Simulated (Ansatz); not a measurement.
**Ag(111) / 3 layers Al(111) / Ag(111): resistance against film thickness**

Wanted: interface resistance and thickness dependence for Ag(111) / 3 layers Al(111) / Ag(111).

Calculated with Ansatz 0.2.0; Ansatz plane-wave DFT, PBE, PAW files; ballistic transport by layer matching (Landauer), zero bias.

### Step 1. Set-up

The cell holds 11 atoms: 8 Ag and 3 Al. Cell: a = 2.889 Å, b = 2.889 Å, c = 25.808 Å, α = 86.8°, β = 93.2°, γ = 120.0°. It derives from Ag and Al. Regions: lead, 8 atoms (8 Ag); films, 3 atoms (3 Al). The structure is stacked along c, and the current runs across the ab planes.

### Step 2. With 3 layers

The film is laid into the lead at the lead's in-plane lattice, and the cell closes on the lead's own image. The mesh across the current, 28×28, is finer than the density's, because channels open and close sharply across the zone. Energies from -1 to 1 eV in steps of 0.036 eV cover the slope of the Fermi function at 300 K, so the program can form a conductance.

Contents of input.yaml:

```yaml
crystal:
  lattice:
    - [2.8893797293, 0.0, 0.0]
    - [-1.4446898646, 2.5022762467, 0.0]
    - [-1.4446898646, 0.8340920822, 25.7540592019]
  atoms:
    - { symbol: Ag, position: [0.0152672934, 0.9847327066, 0.0458018802] }
    - { symbol: Ag, position: [0.3791352136, 0.6208647864, 0.1374056407] }
    - { symbol: Ag, position: [0.7430031337, 0.2569968663, 0.2290094011] }
    - { symbol: Ag, position: [0.1068710539, 0.8931289461, 0.3206131616] }
    - { symbol: Al, position: [0.4703144537, 0.5296855463, 0.4109433612] }
    - { symbol: Al, position: [0.8333333333, 0.1666666667, 0.5] }
    - { symbol: Al, position: [0.1963522129, 0.8036477871, 0.5890566388] }
    - { symbol: Ag, position: [0.5597956128, 0.4402043872, 0.6793868384] }
    - { symbol: Ag, position: [0.923663533, 0.076336467, 0.7709905989] }
    - { symbol: Ag, position: [0.2875314531, 0.7124685469, 0.8625943593] }
    - { symbol: Ag, position: [0.6513993733, 0.3486006267, 0.9541981198] }
kpoints:
  mp_grid: { grid: [15, 15, 1] }
hamiltonian:
  xc: pbe
scf:
  occupations: { method: fermi_dirac, width: 0.1 }
output:
  transmission: { leads: [[0, 1]], kmesh: [28, 28], e_range: [-1.0, 1.0], de: 0.036 }
  write_potential: true
  write_density: true
  volumetric_format: npy
  elf: true
```

On the command line:

```bash
> ansatz run input.yaml --threads 4 --pin off --max-ram 8192MiB --backend cpu --events-out ev --progress --plain --runs-dir out
```

Numbers of over 12 decimals in the logs are rounded to 6 here.

The program printed:

```text
Warning: crystal.symmetry: narrowed to the stabiliser of the k-point mesh — unitary ops 12 → 4; excluded 8 operations that carry a point of the 15×15×1 mesh (shift [0, 0, 0]) off the mesh (the run samples exactly the mesh kpoints.mp_grid names, as under crystal.symmetry.detect: false, and its converged state has the mesh's symmetry, not the crystal's; ε∞, the Born charges and the force constants of a linear response (`dielectric:` by the response, `phonons.method: dfpt`) are averaged over those of the crystal's operations that the state keeps within a tolerance, where `mesh_tensors`, `unaveraged_element` or `gamma_mean_max_change_ev_ang2` stands beside them; [rest of the remark cut]
Engine: ansatz 0.2.0, aarch64-unknown-linux-gnu
Pseudopotentials: kind: paw
Pseudopotential: Ag, paw, valence charge 19, recommended cutoff 420 eV (normal), Ag.paw.azcp
Pseudopotential: Al, paw, valence charge 3, recommended cutoff 420 eV (normal), Al.paw.azcp
Functional definition: PBE
  parameter kappa = 0.804
  parameter beta = 0.066725
  exchange = pbe_x(kappa = kappa, mu = beta*pi^2/3)
  correlation = pbe_c(beta = beta)
Crystal: 11 atoms, lattice volume = 186.203 Å³
Basis set: ecut = 420 eV, 3639 PW (Γ)
Bands: 97, of which v1, the nominal top of the filled ones, is band 81 counted from 1 (80 counted from 0)
Symmetry: 4 space group operations
k-points: 64 of 225
Non-local potential: Ag, projectors of the file, l = 0: 3, l = 1: 2, l = 2: 2, l = 3: 1
Non-local potential: Al, projectors of the file, l = 0: 2, l = 1: 2, l = 2: 1
PAW form: soft (Blöchl's): semilocal exchange-correlation on the pseudo side does not see the compensation charge
PAW one-centre angular grid: Ag, 590 points (default); XC on 64 Gauss nodes
PAW one-centre angular grid: Al, 110 points (default); XC on 64 Gauss nodes
Initial density: superposition of atomic densities (neutral atoms: chi_scale 0, normalization atom), corrected by the library's trained network
Initial wavefunctions: pseudopotential atomic-orbital guess
Functional: x = pbe(κ = 0.804, μ = 0.219515), c = pbe(β = 0.066725)
SCF iter   1: F=—  HF=-62337.042459 eV  |F-HF|=—  |Δ(HF+E_count)|=         —  Δρ=1.58e-3  dr2=1.58e-1  ethr=1.77e-3  ⟨swp⟩=5.4  Hψ=20771  notcnv=0  defer=208
preconditioner: auto → Kerker (q_TF=auto, 2.663 Å⁻¹)  [metal: Δε(μ)=0.015 eV  Ē_g=9.228 eV  σ=0.100 eV  W_gap=0.04  n_scr=62 (ndim 8)  ℏωp=26.8 eV  f_vac=0.000  D(μ)=3.11/eV (n_scr^D=14)]
SCF iter   2: F=—  HF=-62337.044006 eV  |F-HF|=—  |Δ(HF+E_count)|=   1.55e-3  Δρ=9.77e-4  dr2=1.09e-1  ethr=9.82e-5  ⟨swp⟩=1.0  Hψ=7168  notcnv=0  defer=243
SCF iter   3: F=—  HF=-62337.041891 eV  |F-HF|=—  |Δ(HF+E_count)|=   2.11e-3  Δρ=7.07e-4  dr2=7.99e-3  ethr=6.80e-5  ⟨swp⟩=1.0  Hψ=5861  notcnv=0  defer=243
SCF iter   4: F=—  HF=-62337.041534 eV  |F-HF|=—  |Δ(HF+E_count)|=   3.57e-4  Δρ=2.40e-4  dr2=1.44e-4  ethr=4.96e-6  ⟨swp⟩=1.0  Hψ=5861  notcnv=0  defer=243
SCF iter   5: F=—  HF=-62337.041561 eV  |F-HF|=—  |Δ(HF+E_count)|=   2.67e-5  Δρ=8.23e-5  dr2=8.07e-5  ethr=8.97e-8  ⟨swp⟩=2.3  Hψ=9092  notcnv=0  defer=243
SCF iter   6: F=—  HF=-62337.041643 eV  |F-HF|=—  |Δ(HF+E_count)|=   8.18e-5  Δρ=2.44e-5  dr2=1.14e-5  ethr=5.01e-8  ⟨swp⟩=1.0  Hψ=5882  notcnv=0  defer=243
SCF iter   7: F=—  HF=-62337.041642 eV  |F-HF|=—  |Δ(HF+E_count)|=   4.07e-7  Δρ=1.23e-5  dr2=1.95e-6  ethr=7.09e-9  ⟨swp⟩=1.0  Hψ=5861  notcnv=0  defer=243
SCF iter   8: F=—  HF=-62337.041642 eV  |F-HF|=—  |Δ(HF+E_count)|=   8.97e-8  Δρ=5.75e-6  dr2=1.41e-6  ethr=1.21e-9  ⟨swp⟩=1.0  Hψ=5861  notcnv=0  defer=243
SCF iter   9: F=-62337.041642 eV  HF=-62337.041642 eV  |F-HF|=5.31e-8  |Δ(HF+E_count)|=   4.90e-8  Δρ=1.55e-6  dr2=5.59e-8  ethr=6.21e-11  ⟨swp⟩=7.5  Hψ=19360  notcnv=0
SCF 1 converged in 9 iterations: F = -62337.041642 eV  dr2 = 5.59e-8
  greatest PAW one-centre occupation: 1.000 electrons in one spin orbital (limit 2), on the Ag atom at site 7 (counted from 0), in its partial waves of l = 0
transmission: 679 of 6752 steps passed
transmission: 1351 of 6752 steps passed
[...]
transmission: 6752 of 6752 steps passed
SCF converged after 9 iterations
Free energy (F): -62337.041642 eV
Harris-Foulkes:  -62337.041642 eV  (|F-HF|=5.31e-8)
Internal energy: -62336.935034 eV  (E = F + TS)
E sigma→0 (E₀):  -62336.988338 eV
Entropy (-TS):   -0.106609 eV (-9.692 meV/atom)
Fermi energy:    14.926548 eV
--- Per-component energies (eV) ---
  E_band       = -2170.059335
  E_kinetic    = 4287.395601
  E_local      = -82051.956161  (includes V_loc(G=0)·N_el)
  E_nonlocal   = 668.652758
  E_hartree    = 40096.961829
  E_xc         = -1599.923457
  E_vxc        = -1968.610694  (∫ρ·V_xc dr)
  E_paw        = -32615.874076  (= ΣΔE_a)
  E_vpaw       = -3299.403075  (= ΣTr[D̂ρ^β])
  E_aug_tail   = 0.002604  (compensation charges beyond the density's cutoff)
  E_ewald      = 8877.805869
  E_smearing   = -0.106609  (= −TS)
  E_closure    = -0.000000  (closes the sum)
  Σ components = -62337.041642   (vs F -62337.041642, Δ=0.00e0)
--- Band table (eV; the first three rows and the last of 64) ---
  k-point 0: bands = [... 77 lower, 11.6912, 11.6913, 11.8496, 11.8497, 12.7526, 13.3574, 14.8540, 17.5143, ... 12 higher]
  k-point 1: bands = [... 77 lower, 11.5973, 11.6969, 11.8526, 11.8557, 13.1493, 13.6557, 15.0989, 17.5846, ... 12 higher]
  k-point 2: bands = [... 77 lower, 11.7106, 11.8714, 12.0830, 12.3708, 13.8687, 14.2362, 15.7655, 17.7875, ... 12 higher]
  k-point 63: bands = [... 77 lower, 14.0153, 14.4698, 14.9358, 15.0493, 15.4390, 15.8341, 16.3306, 16.6376, ... 12 higher]
--- Transmission ---
  basis      : 61 plane waves across, 32 finite elements along
  points     : 211, standing for a mesh of 28 x 28
  filling    : by the input's occupations and mesh, since the crystals that have channels conduct as metals do. If one of these is a semiconductor, that mesh has misplaced its level
  energies   : 56 from -1.000000 to 0.980000 eV about the Fermi level, 0.036000 eV apart; the leads are filled to 0.000000 eV, and channels, transmission and decay are at 0.008000 eV
  crystal 0  : Ag1, at the sites [0, 1], period 2.3592 Å, over 18.87 Å; its Hamiltonian steps by up to 7.9 meV
    offset         : up to 0.0000 Å between an atom of the period and one for which it stands
    filled         : 17.6 meV over the level at which it is neutral
    channels       : 7.844388e-1 a spin
    conductance    : 8.4327e14 S/m² at 300 K; may be off by some 0.0 % by where its bands' edges are placed, 3.7 % from the k-mesh, 0.0 % from the distance to neutral
    slowest decay  : 0.0377 /Å at (0.0714, 0.0000)
  junction   : crystal 0 to crystal 0, 0.70 to 24.09 Å
    transmission   : 6.855219e-1 a spin
    conductance    : 7.3361e14 S/m² at 300 K (7.6145e14 on every other point, 7.3375e14 on every other energy)
    error estimate : 0.0 % from the energy spacing and 0.0 % from band edges of the leads and from resonances (wavevectors taken as independent; lower de), 4.0 % from the k-mesh, 0.4 % from the steps of its leads' Hamiltonians or their offsets (lay more layers), 0.3 % from the distance to neutral
    resistance     : 1.7728e-4 Ω µm² beyond half of each lead's own
```

Elapsed: 2.8 min, on 4 threads of Arm Neoverse V2, shared host; peak memory 1.1 GiB.

Numbers from this step:

| Property | Result |
| --- | --- |
| free energy | -62337.0416 eV |
| energy at zero smearing | -62336.9883 eV |
| Fermi energy | 14.93 eV |
| cell area | 7.230 Å² |
| step of the lead's potential | 7.9 meV |
| ballistic conductance of the lead | 8.43e14 S/m² |
| estimated errors of the lead's conductance | 0, 3.7, 0 % (band edges, k-mesh, distance from neutral) |
| lead conductance per cell | 0.7869 G₀ |
| conductance of the junction | 7.34e14 S/m² |
| junction conductance per cell | 0.6846 G₀ |
| estimated errors of the junction's conductance | 0, 0, 4, 0.4, 0.3 % (energy step, band edges, k-mesh, leads' steps, distance from neutral) |
| area resistance that the stack adds (contact term taken off, spin by spin) | 0.1773 fΩ m² |

Per spin. The transmission, zone mean by energy, zero at the Fermi level:

energy (eV), transmission, zone mean and a bar from the least value:
```
   -1.000      0.583 
   -0.892      0.580 
   -0.820      0.582 
   -0.712      0.587 #
   -0.640      0.590 #
   -0.532      0.615 #####
   -0.424      0.640 #########
   -0.352      0.651 ###########
   -0.244      0.662 ############
   -0.136      0.670 ##############
   -0.064      0.678 ###############
    0.008      0.686 ################
    0.044      0.689 #################
    0.116      0.698 ##################
    0.224      0.718 #####################
    0.332      0.744 #########################
    0.404      0.758 ###########################
    0.512      0.774 ##############################
    0.548      0.776 ##############################
    0.620      0.772 #############################
    0.692      0.757 ###########################
    0.800      0.729 #######################
    0.872      0.727 ######################
    0.980      0.758 ###########################
```

Per spin. Table of open channels, zone mean, lead by energy, zero at the Fermi level:

| energy (eV) | open channels, zone mean, lead |
| --- | --- |
| -1.000 | 0.690 |
| -0.928 | 0.690 |
| -0.856 | 0.690 |
| -0.784 | 0.698 |
| -0.712 | 0.698 |
| -0.676 | 0.698 |
| -0.604 | 0.721 |
| -0.532 | 0.767 |
| -0.460 | 0.800 |
| -0.388 | 0.800 |
| -0.316 | 0.792 |
| -0.244 | 0.792 |
| -0.172 | 0.792 |
| -0.100 | 0.792 |
| -0.028 | 0.784 |
| 0.008 | 0.784 |
| 0.080 | 0.784 |
| 0.152 | 0.846 |
| 0.224 | 0.861 |
| 0.296 | 0.846 |
| 0.368 | 0.846 |
| 0.440 | 0.838 |
| 0.512 | 0.838 |
| 0.584 | 0.838 |
| 0.656 | 0.838 |
| 0.692 | 0.838 |
| 0.764 | 0.823 |
| 0.836 | 0.823 |
| 0.908 | 0.876 |
| 0.980 | 0.869 |

Transmission over k1 and k2. At 0.0080 eV from the Fermi level.

Values, 12 rows by 16 columns, each cell a mean:
```
0.719 0.843 0.792 0.914 0.956 0.928 0.859 0.835 0.774 0.408 0.032 0.000 0.000 0.000 0.000 0.039
0.751 0.833 0.954 0.976 0.946 0.946 0.956 0.972 0.917 0.841 0.559 0.084 0.000 0.000 0.000 0.000
0.939 0.967 0.965 0.960 0.953 0.947 0.946 0.951 0.960 0.970 0.926 0.887 0.243 0.000 0.000 0.000
0.870 0.940 0.945 0.953 0.936 0.905 0.878 0.881 0.916 0.942 0.950 0.928 0.981 0.390 0.032 0.000
0.751 0.898 0.961 0.953 0.927 0.856 0.678 0.457 0.623 0.853 0.928 0.951 0.959 0.859 0.573 0.109
0.656 0.835 0.945 0.963 0.939 0.871 0.574 0.000 0.033 0.422 0.842 0.931 0.959 0.963 0.836 0.698
0.481 0.657 0.848 0.975 0.953 0.928 0.837 0.492 0.088 0.216 0.734 0.898 0.948 0.962 0.948 0.822
0.430 0.064 0.487 0.875 0.951 0.950 0.934 0.885 0.783 0.749 0.828 0.901 0.943 0.953 0.949 0.861
0.542 0.000 0.014 0.365 0.961 0.952 0.949 0.950 0.933 0.919 0.919 0.934 0.951 0.954 0.939 0.963
0.473 0.000 0.000 0.000 0.182 0.696 0.905 0.956 0.967 0.958 0.952 0.953 0.959 0.974 0.969 0.861
0.430 0.000 0.000 0.000 0.000 0.064 0.490 0.825 0.876 0.925 0.955 0.938 0.964 0.954 0.843 0.814
0.419 0.304 0.328 0.368 0.425 0.323 0.353 0.520 0.687 0.764 0.775 0.921 0.985 0.759 0.796 0.735
```
Columns: k1 (b1) from -0.5 to 0.464; rows upwards: k2 (b2) from -0.5 to 0.464.

Open channels over k1 and k2. At 0.0080 eV from the Fermi level.

Ten even steps from '0' (0.00) to '9' (1.00), each cell a mean:
```
9999999999999999900000000007
9999999999999999940000000000
9999999999999999996000000000
9999999999999999999800000000
9999999999999999999992000000
9999999999999999999999500000
9999999999999999999999970000
9999999999999999999999999100
9999999999996669999999999933
9999999999990004999999999999
9999999999990000299999999999
9999999999999200099999999999
9559999999999944499999999999
9003999999999999999999999999
9000199999999999999999999999
9000007999999999999999999999
9000000599999999999999999999
9000000029999999999999999999
9000000000899999999999999999
9000000000069999999999999999
9500000000009999999999999999
9977777777779999999999999999
```
Columns: k1 (b1) from -0.5 to 0.464; rows upwards: k2 (b2) from -0.5 to 0.464.

ELF in the ca plane at fractional y = 0.076, with atoms of Ag within 0.2 Å of it. It is the smooth field of the valence electrons, not physical close to the nuclei.

Ten even steps from '0' (0.06) to '9' (0.68), each cell a mean:
```
75211111111344311233222468888840028988763211
42111111112677521221112357889830007988764211
11111221113798621221112357888840038988875321
11111221113677521222222468877765589888777522
32111111112344211356522579875568888875468532
64211111111122112578742589864457887875368532
96212111111111222588742589865567888887777422
96212111111122112467532578876765479999875321
```
Columns run along c (16.0 Å, from fractional 0.06 to 0.68 of the cell), rows up along a (2.9 Å).

Valence density in the ca plane at fractional y = 0.076, with atoms of Ag within 0.2 Å of it. It is the smooth field of the valence electrons, not physical close to the nuclei.

Ten steps, logarithmic in the rise over the least value, from '0' (0 e/Å³) to '9' (12 e/Å³), each cell a mean:
```
85211111112455321244311111111110011111110000
53111121113688631111110011111110001111110001
21011222124799631111110011111110011111111011
11011221113788521233211111111111111111111112
32111121112455322466531111111111111111111123
75211111001222112589742111111111111111111112
97311111000111112689842111111111111111111112
97311111001122112577631111111111111111111001
```
Columns run along c (16.0 Å, from fractional 0.06 to 0.68 of the cell), rows up along a (2.9 Å).

Electrostatic potential energy in the ca plane at fractional y = 0.076, with atoms of Ag within 0.2 Å of it. With pseudopotentials it is smooth inside the atoms' cores, unlike the true potential.

Ten even steps from '0' (-17 eV) to '9' (17 eV), each cell a mean:
```
04899999998644689866799999999745545899999999
57999999997200379999999999999646745899999999
89999889996100279999999999999744546898889999
99999889996200389977899998999865468886568998
78999999998544799632379998899988789874447887
25899999999888998300158988889999899864347898
02799999999999997300058988899987788875568998
01799999999988998411379998899864457888789999
```
Columns run along c (16.0 Å, from fractional 0.06 to 0.68 of the cell; values clipped at the 3rd and 97th percentile), rows up along a (2.9 Å).

The lead's potential steps by 7.9 meV from period to period, small in itself. The program estimates the junction's conductance to 4 % from the k-mesh, 0.3 % from the leads' distance from neutral and 0.4 % from their steps.

By hand: 1/G − 1/G_lead = 1/0.7336 − 1/0.8433 = 0.177 fΩ m² with G in 10¹⁵ S/m².

### Step 3. With 5 layers, film layers 5

The stack now holds 5 film layers; the k-mesh follows the cell, and the energies span -0.27 to 0.27 eV.

System of this step: Ag(111) / 5 layers Al(111) / Ag(111). The cell holds 13 atoms: 8 Ag and 5 Al. Its edges and angles: a = 2.889 Å, b = 2.889 Å, c = 30.387 Å, α = 92.7°, β = 87.3°, γ = 120.0°. It derives from Ag and Al. Regions: lead, 8 atoms (8 Ag); films, 5 atoms (5 Al). The structure is stacked along c, and the current runs across the ab planes.

Contents of input.yaml:

```yaml
crystal:
  lattice:
    - [2.8893797293, 0.0, 0.0]
    - [-1.4446898646, 2.5022762467, 0.0]
    - [1.4446898646, -0.8340920822, 30.3411990967]
  atoms:
    - { symbol: Ag, position: [0.9870408952, 0.0129591048, 0.0388773143] }
    - { symbol: Ag, position: [0.294456019, 0.705543981, 0.116631943] }
    - { symbol: Ag, position: [0.6018711428, 0.3981288572, 0.1943865717] }
    - { symbol: Ag, position: [0.9092862665, 0.0907137335, 0.2721412004] }
    - { symbol: Al, position: [0.2170617294, 0.7829382706, 0.3488148118] }
    - { symbol: Al, position: [0.5251975314, 0.4748024686, 0.4244074059] }
    - { symbol: Al, position: [0.8333333333, 0.1666666667, 0.5] }
    - { symbol: Al, position: [0.1414691353, 0.8585308647, 0.5755925941] }
    - { symbol: Al, position: [0.4496049373, 0.5503950627, 0.6511851882] }
    - { symbol: Ag, position: [0.7573804001, 0.2426195999, 0.7278587996] }
    - { symbol: Ag, position: [0.0647955239, 0.9352044761, 0.8056134283] }
    - { symbol: Ag, position: [0.3722106477, 0.6277893523, 0.883368057] }
    - { symbol: Ag, position: [0.6796257714, 0.3203742286, 0.9611226857] }
kpoints:
  mp_grid: { grid: [15, 15, 1] }
hamiltonian:
  xc: pbe
scf:
  occupations: { method: fermi_dirac, width: 0.1 }
output:
  transmission:
    leads: [[0, 1]]
    kmesh: [28, 28]
    e_range: [-0.27, 0.27]
    de: 0.036
  write_potential: true
  write_density: true
  volumetric_format: npy
```

The program printed:

```text
[...]
Crystal: 13 atoms, lattice volume = 219.368 Å³
Basis set: ecut = 420 eV, 4289 PW (Γ)
Bands: 101, of which v1, the nominal top of the filled ones, is band 84 counted from 1 (83 counted from 0)
Symmetry: 4 space group operations
k-points: 64 of 225
[...]
--- Transmission ---
  basis      : 61 plane waves across, 38 finite elements along
  points     : 211, standing for a mesh of 28 x 28
[...]
filled         : 23.2 meV over the level at which it is neutral
    channels       : 7.844388e-1 a spin
[...]
slowest decay  : 0.0431 /Å at (0.0714, 0.0000)
  junction   : crystal 0 to crystal 0, 0.70 to 28.68 Å
    transmission   : 6.566824e-1 a spin
[...]
resistance     : 2.3891e-4 Ω µm² beyond half of each lead's own
[key lines of the parts left out:]
SCF converged after 9 iterations
Free energy (F): -63412.051398 eV
Fermi energy:    13.886246 eV
```

Elapsed: 84 s, on 4 threads; peak memory 1.3 GiB; 5.4 min of CPU time.

This step gave:

```
free energy                                                                : -63412.0514 eV
energy at zero smearing                                                    : -63411.9811 eV
Fermi energy                                                               : 13.89 eV
step of the lead's potential                                               : 6.4 meV
conductance of the junction                                                : 7.02e14 S/m²
junction conductance per cell                                              : 0.6549 G₀
estimated errors of the junction's conductance                             : 0, 0, 4.8, 0.9, 0 % (energy step, band edges, k-mesh, leads' steps, distance from neutral)
area resistance that the stack adds (contact term taken off, spin by spin) : 0.2389 fΩ m²
```

Per spin. Transmission, zone mean against energy, zero at the Fermi level:

| energy (eV) | transmission, zone mean |
| --- | --- |
| -0.270 | 0.632 |
| -0.234 | 0.635 |
| -0.198 | 0.636 |
| -0.162 | 0.640 |
| -0.126 | 0.646 |
| -0.090 | 0.649 |
| -0.054 | 0.654 |
| -0.018 | 0.657 |
| 0.018 | 0.657 |
| 0.054 | 0.653 |
| 0.090 | 0.649 |
| 0.126 | 0.645 |
| 0.162 | 0.655 |
| 0.198 | 0.670 |
| 0.234 | 0.685 |
| 0.270 | 0.689 |

The conductance of the junction is 7.0e14 S/m², 4.3 % under the 7.3e14 S/m² of the last finished run, within the error estimates, leads' steps apart, of 4 and 4.8 %.

[end of part 1 of 2]

[Logs are printed without paths, hosts, clocks, repeated set-up lines and the standing remarks that a program may print on its own settings, such as how far it seeks lower states.]

[Hosts, paths, dates, database ids (printed as entryN), source tags and the programs' standing remarks are cut or masked in the printed files.]
